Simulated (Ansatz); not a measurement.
**Te on the As site (charge +1) in BAs: levels by LDA and G0W0**

Aim: see whether Te on the As site (charge +1) in BAs puts levels into the gap, and how many-body corrections move them.

Calculated with Ansatz 0.2.0; LDA, HSE06 and G0W0 in a supercell, plane waves, PAW.

Most raw output is cut from this account.

**1. Starting point**

The cell holds 32 atoms: 16 B, 1 Te and 15 As. Cell: a = 8.274 Å, b = 8.274 Å, c = 8.274 Å, α = 109.5°, β = 109.5°, γ = 109.5°. It derives from BAs. Nearest the centre at fractional (0.000, 0.250, 0.000): Te17 at 0.00 Å, B2 at 2.21 Å, B1 at 2.21 Å, B5 at 2.21 Å, B16 at 2.21 Å, As23 at 3.41 Å, As18 at 3.41 Å, As20 at 3.41 Å. The cell carries charge +1.

The structure was relaxed with LDA (ions only). The runs that relaxed it are not among those shown. Spin-orbit coupling is left out unless a step names it.

**2. The perfect supercell: LDA**

This step: DFT, LDA, plane waves, PAW; PAW set soft_1.

Contents of input.yaml:

```yaml
crystal:
  lattice:
    - [-4.777, 4.777, -4.777]
    - [4.777, 4.777, 4.777]
    - [4.777, -4.777, -4.777]
  atoms:
    - { symbol: B, position: [0.0, 0.0, 0.0] }
    - { symbol: B, position: [0.25, 0.5, 0.25] }
    - { symbol: B, position: [0.5, 0.0, 0.5] }
    - { symbol: B, position: [0.75, 0.5, 0.75] }
    - { symbol: B, position: [0.75, 0.25, 0.0] }
    - { symbol: B, position: [0.0, 0.75, 0.25] }
    - { symbol: B, position: [0.25, 0.25, 0.5] }
    - { symbol: B, position: [0.5, 0.75, 0.75] }
[... 20 atom lines left out ...]
    - { symbol: As, position: [0.25, 0.0, 0.0] }
    - { symbol: As, position: [0.5, 0.5, 0.25] }
    - { symbol: As, position: [0.75, 0.0, 0.5] }
    - { symbol: As, position: [0.0, 0.5, 0.75] }
kpoints:
  mp_grid: { grid: [2, 2, 2] }
hamiltonian:
  xc: lda
  pseudopotentials: { kind: paw, azcp: { folder: soft_1 }, xc_functional: pbe }
scf:
  occupations: { method: fixed }
  n_extra_bands: 11
output:
  eigenvalues: true
```

The run is started by

```console
> ansatz run input.yaml --threads 4 --pin off --max-ram 17510MiB --backend cpu --events-out ev --progress --plain --runs-dir out
```

The job ended after 3 s (4 threads of Arm Neoverse V2, shared host; peak memory 1.2 GiB).

This step gave:

- gap: 1.339 eV
- valence top at: k = Γ
- conduction bottom at: k = Γ
- least direct gap: 1.339 eV

In a supercell the zone is folded, so edges from different points of the primitive zone can meet at one k.

**3. The perfect supercell: G0W0**

Now the one-shot GW correction: screening in the RPA, then the self-energy of the levels asked for. This step takes PAW set soft_1 files.

This step: G0W0 on LDA, plane waves, PAW; PAW set soft_1.

input.yaml: that of step 2 with these lines changed.

```diff
@@ -45,4 +45,6 @@
   occupations: { method: fixed }
-  n_extra_bands: 11
-output:
-  eigenvalues: true
+gw:
+  n_empty_bands: 460
+  ecut_chi: 85.0
+  qp_bands: [v5, c5]
+  screening: { model: contour_deformation }
```

It took 3.5 min on 4 threads; peak memory 3.8 GiB.

This step gave:

* bands summed: 604
* RPA ε∞ on this mesh (eigenvalues): 9.957, 9.957, 9.957
* plane waves in the screening matrix: 767
* G0W0 gap on the mesh: 1.810 eV
* k of the valence top: 0, 0, 0
* k of the conduction bottom: 0, 0, 0
* starting gap on the mesh: 1.339 eV
* least direct G0W0 gap on the computed points: 1.810 eV

The gap on the mesh goes from 1.34 eV to 1.81 eV, a correction of +0.47 eV, though a band edge has moved to another state.

**4. The perfect supercell: HSE06**

HSE06 mixes in a quarter of exact exchange at short range. Exchange couples all pairs of k points, which makes a full band path dear, so levels are read on the mesh and at chosen points.

This step: DFT, HSE06, plane waves, PAW; PAW set soft_1.

input.yaml: that of step 3 with these lines changed.

```diff
@@ -41,10 +41,8 @@
 hamiltonian:
-  xc: lda
-  pseudopotentials: { kind: paw, azcp: { folder: soft_1 }, xc_functional: pbe }
+  xc: hse06
+  pseudopotentials: { kind: paw, azcp: { folder: soft_1 } }
 scf:
   occupations: { method: fixed }
-gw:
-  n_empty_bands: 460
-  ecut_chi: 85.0
-  qp_bands: [v5, c5]
-  screening: { model: contour_deformation }
+  n_extra_bands: 7
+output:
+  eigenvalues: true
```

Elapsed: 73 s, on 4 threads; peak memory 3.5 GiB; 4.5 min of CPU time.

This step gave:

- gap: 2.069 eV
- valence top at: k = Γ
- conduction bottom at: k = Γ
- least direct gap: 2.069 eV

The gap stands +0.73 eV against LDA.

**5. Is the closed shell lowest? The triplet at this geometry**

This step: DFT, LDA, plane waves, PAW; PAW set soft_1.

Contents of input.yaml:

```yaml
crystal:
  lattice:
    - [-4.777, 4.777, -4.777]
    - [4.777, 4.777, 4.777]
    - [4.777, -4.777, -4.777]
  atoms:
    - { symbol: B, position: [0.0, -0.0174401249, 0.0] }
    - { symbol: B, position: [0.2674401249, 0.5174401249, 0.2674401249] }
    - { symbol: B, position: [0.5011659057, 0.0023438264, 0.5011659057] }
    - { symbol: B, position: [0.7488220793, 0.4976561736, 0.7488220793] }
    - { symbol: B, position: [0.7325598751, 0.25, 0.0] }
    - { symbol: B, position: [0.0, 0.7488340943, 0.2511779207] }
    - { symbol: B, position: [0.2511779207, 0.25, 0.4988340943] }
    - { symbol: B, position: [0.5011659057, 0.7511659057, 0.7523438264] }
[... 20 atom lines left out ...]
    - { symbol: As, position: [0.2525343932, -0.0021831612, 0.0] }
    - { symbol: As, position: [0.5047175544, 0.5021831612, 0.2521831612] }
    - { symbol: As, position: [0.7474656068, -0.0025343932, 0.4952824456] }
    - { symbol: As, position: [0.0, 0.5025343932, 0.7478168388] }
total_charge: 1
kpoints:
  mp_grid: { grid: [2, 2, 2] }
hamiltonian:
  xc: lda
  pseudopotentials: { kind: paw, azcp: { folder: soft_1 }, xc_functional: pbe }
scf:
  occupations: { method: fermi_dirac, width: 0.01 }
  n_extra_bands: 14
output:
  eigenvalues: true
magnetization:
  spin_polarized: true
  initial_magnetization: 2.0
  spin_locking: { lock_magnetization: hard }
```

Run time: 7.7 s. Hardware: 4 threads; peak memory 1.6 GiB; 29 s of CPU time.

**6. The defect cell: LDA**

input.yaml: that of step 5 with these lines changed.

```diff
@@ -45,9 +45,17 @@
 scf:
-  occupations: { method: fermi_dirac, width: 0.01 }
-  n_extra_bands: 14
+  occupations: { method: fixed }
+  n_extra_bands: 11
 output:
   eigenvalues: true
-magnetization:
-  spin_polarized: true
-  initial_magnetization: 2.0
-  spin_locking: { lock_magnetization: hard }
+  band_densities:
+    - { bands: [v5, v5] }
+    - { bands: [v4, v4] }
+    - { bands: [v3, v3] }
+    - { bands: [v2, v2] }
+    - { bands: [v1, v1] }
+    - { bands: [c1, c1] }
+    - { bands: [c2, c2] }
+    - { bands: [c3, c3] }
+    - { bands: [c4, c4] }
+    - { bands: [c5, c5] }
+  volumetric_format: npy
```

Elapsed: 13 s, on 4 threads; peak memory 1.6 GiB; 48 s of CPU time.

Numbers from this step:

```
highest filled to lowest empty level : 1.183 eV
highest filled level at              : k = Γ
lowest empty level at                : k = Γ
least direct gap                     : 1.183 eV
```

Levels on the run's own zero; densities are means over the k mesh. Frontier bands, by row:

| band | lowest (eV) | highest (eV) | share of its density within 3 A of the centre | share of the cell's volume | participation ratio |
| --- | --- | --- | --- | --- | --- |
| v5 | 8.445 | 8.902 | 0.1433 | 0.2599 | 0.5383 |
| v4 | 8.447 | 8.902 | 0.0825 | 0.2599 | 0.3635 |
| v3 | 8.488 | 10.7 | 0.2015 | 0.2599 | 0.57 |
| v2 | 8.906 | 10.7 | 0.2828 | 0.2599 | 0.4602 |
| v1 | 8.906 | 10.7 | 0.165 | 0.2599 | 0.4404 |
| c1 | 11.89 | 12.57 | 0.3858 | 0.2599 | 0.6554 |
| c2 | 12.05 | 12.7 | 0.2036 | 0.2599 | 0.8446 |
| c3 | 12.05 | 13.25 | 0.3535 | 0.2599 | 0.6115 |
| c4 | 12.05 | 13.29 | 0.337 | 0.2599 | 0.6442 |
| c5 | 12.1 | 13.37 | 0.3525 | 0.2599 | 0.5709 |

Band density in the ac plane at fractional y = 0.250, through the centre, with atoms of B and Te and As within 0.45 Å of it.

Ten steps, logarithmic in the rise over the least value, from '_' (0.02 × 1e-2 Å⁻³) to '@' (2.47 × 1e-2 Å⁻³), each cell a mean:
```
**====--....::::----::____--**####++++**++==**
++++==::..::--======--....==**##**====++++====
**++--::::==++****++--::::==++++==::::--==++++
**++----==++**##**++==::::--==--::....::--++**
**++++++++++++****++--::::----::..____..::==++
++******++--..****==::::::----::..____..::==++
######****++******==::::======--::....::==**##
##********######**======**##**++--::::--++####
++====++**%%%%%%##**++**%%%%%%**==----==++****
::::--++##%%%%@@%%######%%@@%%##==------====--
__..--++##%%@@@@@@@@##**++%%%%**==::::::::..__
..::++##%%%%@@@@@@@@##__**##**==::::::::::..__
::--++##%%%%%%@@@@@@%%######++==::::--==----::
::==++##########%%@@@@@@@@##**======++++++==--
::--++****++++++##%%@@@@@@%%##************==--
::--======----==++##@@@@@@@@%%##******##**==::
..::::--::..__--++##%%@@@@%%%%##**..++**++--::
__........__..--++##%%%%%%%%%%##++--++++==::..
..::::::....::==**##%%%%####******++++==::....
======--::..--==**######++++++******++--::::--
====++==::..::==++++++++----==**##**++----====
++======::..::----==--::..::==**##**++++++++==
##++====..__..::::::::..__::++####++******++**
```
Columns run along a (8.3 Å), rows up along c (8.3 Å). Atoms in or near the plane, at fractional coordinates: B at (0.73, 0.00), B at (0.25, 0.50), B at (0.50, 0.25), B at (0.00, 0.73), Te at (0.00, 0.00), As at (0.50, 0.50), As at (0.75, 0.25), As at (0.25, 0.75).

Band density in the ac plane at fractional y = 0.250, through the centre, with atoms of B and Te and As within 0.45 Å of it.

Values in units of 1e-2 Å⁻³, 12 rows by 16 columns, each cell a mean:
```
0.2 0.1 0.1 0.0 0.0 0.1 0.0 0.0 0.0 0.0 0.2 0.2 0.2 0.2 0.2 0.2
0.2 0.1 0.1 0.1 0.2 0.2 0.1 0.0 0.0 0.1 0.1 0.1 0.0 0.1 0.1 0.2
0.2 0.1 0.1 0.2 0.2 0.2 0.1 0.0 0.0 0.0 0.0 0.0 0.0 0.0 0.1 0.2
0.2 0.1 0.1 0.2 0.2 0.2 0.1 0.1 0.2 0.3 0.2 0.1 0.0 0.1 0.1 0.2
0.1 0.1 0.2 0.4 0.3 0.7 1.0 1.0 1.3 1.7 0.9 0.2 0.0 0.1 0.1 0.1
0.0 0.2 0.8 1.7 1.6 3.4 3.0 1.5 0.6 1.7 0.9 0.1 0.0 0.0 0.0 0.0
0.0 0.3 1.4 1.7 1.1 2.3 2.6 1.6 1.7 1.6 0.5 0.1 0.0 0.0 0.0 0.0
0.0 0.2 0.5 0.3 0.2 0.6 1.4 2.8 3.6 1.7 0.4 0.2 0.1 0.1 0.1 0.0
0.0 0.1 0.1 0.0 0.0 0.1 0.4 1.6 2.4 0.7 0.3 0.2 0.2 0.2 0.1 0.0
0.0 0.0 0.0 0.0 0.0 0.1 0.6 2.0 1.8 0.6 0.3 0.2 0.2 0.2 0.1 0.0
0.1 0.1 0.1 0.0 0.1 0.2 0.6 0.8 0.5 0.2 0.1 0.1 0.1 0.1 0.1 0.1
0.2 0.1 0.1 0.0 0.0 0.0 0.1 0.1 0.0 0.0 0.1 0.2 0.2 0.2 0.2 0.2
```
Columns run along a (8.3 Å), rows up along c (8.3 Å). Atoms in or near the plane, at fractional coordinates: B at (0.73, 0.00), B at (0.25, 0.50), B at (0.50, 0.25), B at (0.00, 0.73), Te at (0.00, 0.00), As at (0.50, 0.50), As at (0.75, 0.25), As at (0.25, 0.75).

The triplet lies +1.64 eV from this closed shell.

**7. The defect cell: G0W0, 2×2×2 mesh, 460 empty bands, screening to 85 eV, PAW set soft_1 files**

This step: G0W0 on LDA, plane waves, PAW; PAW set soft_1.

input.yaml: that of step 6 with these lines changed.

```diff
@@ -46,16 +46,6 @@
   occupations: { method: fixed }
-  n_extra_bands: 11
-output:
-  eigenvalues: true
-  band_densities:
-    - { bands: [v5, v5] }
-    - { bands: [v4, v4] }
-    - { bands: [v3, v3] }
-    - { bands: [v2, v2] }
-    - { bands: [v1, v1] }
-    - { bands: [c1, c1] }
-    - { bands: [c2, c2] }
-    - { bands: [c3, c3] }
-    - { bands: [c4, c4] }
-    - { bands: [c5, c5] }
-  volumetric_format: npy
+gw:
+  n_empty_bands: 460
+  ecut_chi: 85.0
+  qp_bands: [v5, c5]
+  screening: { model: contour_deformation }
```

Wall time 2.7 min (4 threads); peak memory 3.5 GiB.

Numbers from this step:

| Quantity | Value |
| --- | --- |
| bands summed | 604 |
| RPA ε∞ on this mesh (eigenvalues) | 10.06, 10.06, 10.06 |
| plane waves in the screening matrix | 767 |
| q-points in the mesh | 8 |
| G0W0, highest filled to lowest empty level | 1.735 eV |
| k of the highest filled level | 0, 0, 0 |
| k of the lowest empty level | 0, 0, 0 |
| the same at the start | 1.183 eV |
| Z of the highest filled level | 0.7935 |
| Z of the lowest empty level | 0.8026 |
| least direct G0W0 gap on the computed points | 1.735 eV |

The gap on the mesh goes from 1.18 eV to 1.73 eV, a correction of +0.55 eV, though a band edge has moved to another state.

**8. The defect cell: HSE06**

This step: DFT, HSE06, plane waves, PAW; PAW set soft_1.

input.yaml: that of step 7 with these lines changed.

```diff
@@ -42,10 +42,12 @@
 hamiltonian:
-  xc: lda
-  pseudopotentials: { kind: paw, azcp: { folder: soft_1 }, xc_functional: pbe }
+  xc: hse06
+  pseudopotentials: { kind: paw, azcp: { folder: soft_1 } }
 scf:
   occupations: { method: fixed }
-gw:
-  n_empty_bands: 460
-  ecut_chi: 85.0
-  qp_bands: [v5, c5]
-  screening: { model: contour_deformation }
+  n_extra_bands: 7
+output:
+  eigenvalues: true
+  write_density: true
+  write_potential: true
+  elf: true
+  volumetric_format: npy
```

Run time: 63 s. Hardware: 4 threads; peak memory 3.7 GiB; 3.9 min of CPU time.

Numbers from this step:

- highest filled to lowest empty level: 1.989 eV
- highest filled level at: k = Γ
- lowest empty level at: k = Γ
- least direct gap: 1.989 eV
- exact-exchange fraction: 0.25

The gap stands +0.81 eV against LDA.

**9. Levels and corrections**

Bands near the gap of the defect cell: share of density within 3 Å of the centre, width over the mesh, and mean G0W0 correction less that of v1. Within a degenerate set only the sum of the shares has meaning.

| band | share near centre | LDA width (eV) | mean correction (eV) | Z |
| --- | --- | --- | --- | --- |
| v5 | 0.14 | 0.46 | −0.09 | 0.78 |
| v4 | 0.08 | 0.45 | −0.09 | 0.78 |
| v3 | 0.20 | 2.22 | −0.04 | 0.79 |
| v2 | 0.28 | 1.80 | +0.003 | 0.79 |
| v1 | 0.17 | 1.80 | +0.00 | 0.79 |
| c1 | 0.39 | 0.68 | +0.62 | 0.80 |
| c2 | 0.20 | 0.64 | +0.55 | 0.80 |
| c3 | 0.35 | 1.20 | +0.58 | 0.80 |
| c4 | 0.34 | 1.24 | +0.58 | 0.80 |
| c5 | 0.35 | 1.28 | +0.66 | 0.80 |

| level | gap, perfect (eV) | highest filled to lowest empty, defect cell (eV) |
| --- | --- | --- |
| LDA | 1.34 | 1.18 |
| HSE06 | 2.07 | 1.99 |
| G0W0 | 1.81 | 1.73 |

**10. Results**

```yaml
lda_defect_cell: 1.18 eV
hse06_defect_cell: 1.99 eV
g0w0_defect_cell: 1.73 eV
g0w0_perfect_cell: 1.81 eV
supercell: 32 atoms, 2×2×2 mesh
known_limits: not at the basis limit; charged cell, levels uncorrected; no spin-orbit coupling; coarse k mesh
```

No band shown gathers strongly near the centre, so the defect puts no clear level into the gap. G0W0 opens the host gap by +0.47 eV and the separation of highest filled and lowest empty level in the defect cell by +0.55 eV. Levels are vertical, at one geometry; charge transition levels would need relaxation in each state. The 2×2×2 mesh is coarse for this cell (its supercell is 17 Å along the shortest edge). The RPA ε∞ on it, from the LDA start, is 10.06; such meshes misread the long-range screening, most where the gap is narrow. The cell is charged and its levels carry no finite-size correction. The many-body steps are scalar-relativistic: spin-orbit coupling is not in them.

[Paths, hosts, dates, memory and timing lines, banners, echoed tables and standing remarks are left out of the program output.]

[Logs are printed without paths, hosts, clocks, repeated set-up lines and the standing remarks that a program may print on its own settings, such as how far it seeks lower states.]

[Runs of the session that timed out or met a known fault of the program may be left out.]

[Cells called generated may have been cut or substituted from an entry of the Crystallography Open Database or the Materials Project.]

[Hosts, paths, dates, database ids (printed as entryN), source tags and the programs' standing remarks are cut or masked in the printed files.]
